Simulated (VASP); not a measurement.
GaN:

```
Ga N
1.0
     0.00000    2.25350    2.25350
     2.25350    0.00000    2.25350
     2.25350    2.25350    0.00000
Ga N
1 1
Direct
  0.00000 0.00000 0.00000
  0.75000 0.75000 0.75000
```

The cell is a database's computed one.

* Program: VASP 6.6.1
* Task: relaxation of cell and atoms
* Functional: LDA
* Potentials or basis: VASP PAW LDA potentials, release 64 (Ga_d, N)
* Cutoff: 600 eV
* k mesh: 10 × 10 × 10
* Occupations: gaussian, width 0.03 eV
* Spin: no spin polarisation

At the start: pressure -5.6 GPa; volume 11.44 Å³/atom.

Task: How do energy, volume and symmetry change on relaxing?

Result: Over 3 steps the energy falls by 6.0 meV/atom and the volume is 11.11 Å³/atom (-2.9 %); space group F-43m (No. 216, to 0.05 Å).

Step by step:
| step | energy change (eV) | largest force (eV/Å) | pressure (GPa) | volume (Å³) |
| --- | --- | --- | --- | --- |
| 1 | 0.0000 | 0.0000 | -5.60 | 22.89 |
| 2 | -0.0003 | 0.0000 | 6.11 | 21.59 |
| 3 | -0.0120 | 0.0000 | 0.04 | 22.22 |

Final structure:
```
CELL_PARAMETERS angstrom
0.00000 2.23142 2.23142
2.23142 0.00000 2.23142
2.23142 2.23142 0.00000
ATOMIC_POSITIONS crystal
Ga 0.00000 0.00000 0.00000
N 0.75000 0.75000 0.75000
```
